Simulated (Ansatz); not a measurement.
Reaction (substitution at a C–C bond): `C=CCCCCC` + silanol → `CCCO[SiH3]` + `C=CCC`

Computed with Ansatz on PBE0-D4/def2-TZVP structures; ΔE is electronic, products minus reactants. CBS: MP2 limit from def2 TZ/QZ plus the TZ coupled-cluster correction, frozen cores. Functionals use def2-TZVPP. B3LYP here is the variant with VWN-RPA as its local correlation; programs differ in this. One conformer a species, not always the lowest.

Task: Is it downhill or uphill in electronic energy at CCSD(T)/CBS, and by how much? (Best estimate.)

Result: Computed: Uphill: ΔE = +40.0 kJ/mol.

Task: What do these levels give: r2SCAN-D4, ωB97X-V, PBE, r2SCAN, PBE0, B3LYP, HF/def2-TZVPP, MP2/def2-TZVPP, MP2/def2-QZVPP, SCS-MP2/def2-QZVPP, MP2/CBS(def2), CCSD/CBS(def2)? (An estimate is asked.)

Result: The calculation gave: r2SCAN-D4 32.6, ωB97X-V 32.6, PBE 28.7, r2SCAN 30.9, PBE0 31.5, B3LYP 22.7, HF/def2-TZVPP 19.2, MP2/def2-TZVPP 44.8, MP2/def2-QZVPP 45.7, SCS-MP2/def2-QZVPP 39.2, MP2/CBS(def2) 46.6, CCSD/CBS(def2) 38.3 kJ/mol.

Largest T1 diagnostic among the species: 0.011.

The D4 term adds +6.2 kJ/mol with B3LYP and +3.8 kJ/mol with PBE0; it sums over pairs of atoms, weighted by their polarisabilities, and B3LYP, whose exchange is more repulsive, gets the larger term. In def2-TZVPP, CCSD(T) changes the Hartree–Fock value by +19.2 kJ/mol (the triples alone add +1.7 kJ/mol) and MP2 by +25.7 kJ/mol.
